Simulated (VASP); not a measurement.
A run of VASP 6.6.1 is set up as follows.

File INCAR:

```
SYSTEM = Si
ALGO = Fast
EDIFF = 1E-7
ENCUT = 600
GGA = CA
ISIF = 2
ISMEAR = 0
KPAR = 2
LASPH = .TRUE.
LCHARG = .FALSE.
LREAL = Auto
LWAVE = .FALSE.
NBANDS = 123
NCORE = 1
NELM = 120
PREC = Accurate
SIGMA = 0.05
```

Contents of KPOINTS:

```
k-points
0
G
  2 2 2
  0 0 0
```

POSCAR

```
Si
1.0
    0.0000000000      8.1655535595      8.1655535595
    8.1655535595      0.0000000000      8.1655535595
    8.1655535595      8.1655535595      0.0000000000
Si
53
Direct
    0.1666666667      0.1666666667      0.5000000000
    0.1666666667      0.1666666667      0.8333333333
    0.1666666667      0.5000000000      0.1666666667
    0.1666666667      0.5000000000      0.5000000000
    0.1666666667      0.5000000000      0.8333333333
    0.1666666667      0.8333333333      0.1666666667
    0.1666666667      0.8333333333      0.5000000000
    0.1666666667      0.8333333333      0.8333333333
    0.5000000000      0.1666666667      0.1666666667
    0.5000000000      0.1666666667      0.5000000000
    0.5000000000      0.1666666667      0.8333333333
    0.5000000000      0.5000000000      0.1666666667
    0.5000000000      0.5000000000      0.5000000000
    0.5000000000      0.5000000000      0.8333333333
    0.5000000000      0.8333333333      0.1666666667
    0.5000000000      0.8333333333      0.5000000000
    0.5000000000      0.8333333333      0.8333333333
    0.8333333333      0.1666666667      0.1666666667
    0.8333333333      0.1666666667      0.5000000000
    0.8333333333      0.1666666667      0.8333333333
    0.8333333333      0.5000000000      0.1666666667
    0.8333333333      0.5000000000      0.5000000000
    0.8333333333      0.5000000000      0.8333333333
    0.8333333333      0.8333333333      0.1666666667
    0.8333333333      0.8333333333      0.5000000000
    0.8333333333      0.8333333333      0.8333333333
    0.2500000000      0.2500000000      0.2500000000
    0.2500000000      0.2500000000      0.5833333333
    0.2500000000      0.2500000000      0.9166666667
    0.2500000000      0.5833333333      0.2500000000
    0.2500000000      0.5833333333      0.5833333333
    0.2500000000      0.5833333333      0.9166666667
    0.2500000000      0.9166666667      0.2500000000
    0.2500000000      0.9166666667      0.5833333333
    0.2500000000      0.9166666667      0.9166666667
    0.5833333333      0.2500000000      0.2500000000
    0.5833333333      0.2500000000      0.5833333333
    0.5833333333      0.2500000000      0.9166666667
    0.5833333333      0.5833333333      0.2500000000
    0.5833333333      0.5833333333      0.5833333333
    0.5833333333      0.5833333333      0.9166666667
    0.5833333333      0.9166666667      0.2500000000
    0.5833333333      0.9166666667      0.5833333333
    0.5833333333      0.9166666667      0.9166666667
    0.9166666667      0.2500000000      0.2500000000
    0.9166666667      0.2500000000      0.5833333333
    0.9166666667      0.2500000000      0.9166666667
    0.9166666667      0.5833333333      0.2500000000
    0.9166666667      0.5833333333      0.5833333333
    0.9166666667      0.5833333333      0.9166666667
    0.9166666667      0.9166666667      0.2500000000
    0.9166666667      0.9166666667      0.5833333333
    0.9166666667      0.9166666667      0.9166666667
```

Potentials or basis: VASP PAW LDA potentials, release 64 (Si).

Launch:

```console
$ cat potpaw_LDA.64/Si/POTCAR > POTCAR
$ mpirun -np 4 vasp_std > vasp.out
```

**Question.** Estimate the largest force.

**Answer.** 0.278 eV/Å.

**Question.** Estimate the pressure.

**Answer.** -2.5 GPa.

Forces on the atoms (eV/Å):
```
Si  -0.193 -0.193 -0.053
Si   0.193  0.193 -0.053
Si  -0.193 -0.053 -0.193
Si   0.009 -0.009 -0.009
Si   0.053  0.193 -0.193
Si   0.193 -0.053  0.193
Si   0.053 -0.193  0.193
Si  -0.010  0.010  0.010
Si  -0.053 -0.193 -0.193
Si  -0.009  0.009 -0.009
Si   0.193  0.053 -0.193
Si  -0.009 -0.009  0.009
Si   0.009  0.009  0.009
Si   0.000  0.000 -0.023
Si   0.193 -0.193  0.053
Si   0.000 -0.023  0.000
Si   0.023  0.000  0.000
Si  -0.053  0.193  0.193
Si  -0.193  0.053  0.193
Si   0.010 -0.010  0.010
Si  -0.193  0.193  0.053
Si  -0.023  0.000  0.000
Si   0.000  0.023  0.000
Si   0.010  0.010 -0.010
Si   0.000  0.000  0.023
Si  -0.010 -0.010 -0.010
Si  -0.079 -0.079 -0.079
Si   0.000  0.000  0.164
Si   0.079  0.079 -0.079
Si   0.000  0.164  0.000
Si  -0.164  0.000  0.000
Si   0.014 -0.014  0.020
Si   0.079 -0.079  0.079
Si   0.014  0.020 -0.014
Si  -0.020 -0.014 -0.014
Si   0.164  0.000  0.000
Si   0.000 -0.164  0.000
Si  -0.014  0.014  0.020
Si   0.000  0.000 -0.164
Si   0.016  0.016  0.016
Si  -0.016 -0.016  0.016
Si  -0.014  0.020  0.014
Si  -0.016  0.016 -0.016
Si  -0.020  0.014  0.014
Si  -0.079  0.079  0.079
Si   0.020  0.014 -0.014
Si  -0.014 -0.020 -0.014
Si   0.020 -0.014  0.014
Si   0.016 -0.016 -0.016
Si   0.014 -0.020  0.014
Si  -0.014 -0.014 -0.020
Si   0.014  0.014 -0.020
Si   0.000  0.000  0.000
```
